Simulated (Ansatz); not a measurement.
# Mo, fcc: geometry optimisation

Computed with Ansatz, DFT, RPBE, plane waves (420 eV) with PAW, scalar-relativistic. (PAW data from PBE, frozen cores regenerated.)

k-point mesh 14×14×14, Fermi-Dirac smearing 0.1 eV, no spin polarisation. Cell and atoms relax.

Starting structure:

```yaml
crystal:
  lattice:
    - [0.0, 1.9826747602, 1.9826747602]
    - [1.9826747602, 0.0, 1.9826747602]
    - [1.9826747602, 1.9826747602, 0.0]
  atoms:
    - { symbol: Mo, position: [0.0, 0.0, 0.0] }
hamiltonian:
  xc: rpbe
  pseudopotentials:
    kind: paw
    azcp:
      Mo: "pseudopotentials/Mo.paw.azcp"
basis:
  ecutwfc: 420
  fft_grid_basis: typed
kpoints:
  mp_grid: { grid: [14, 14, 14], shift: [0, 0, 0] }
magnetization:
  spin_polarized: false
scf:
  occupations: { method: fermi_dirac, width: 0.1 }
relax:
  max_steps: 60
  f_tol: 0.01
  cell: {}
```

What cell does the relaxation end in?

Fm-3m with a = 4.022 Å; 16.27 Å³ per atom against 15.59 at the start (4.4 %).

How much energy does the relaxation gain?

21.6 meV per atom.

Path of the relaxation (the plane waves are chosen anew near the end, which can shift the energy a little):

```
step  E − E(final) (meV/atom)  V (Å³/atom)  P (GPa)  max force (eV/Å)
   0                    21.56       15.588    10.54             0.000
   1                     0.55       16.349    -1.12             0.000
   2                     0.23       16.273    -0.07             0.000
   3                     0.23       16.268     0.00             0.000
   4                     0.00       16.268    -0.01             0.000
```
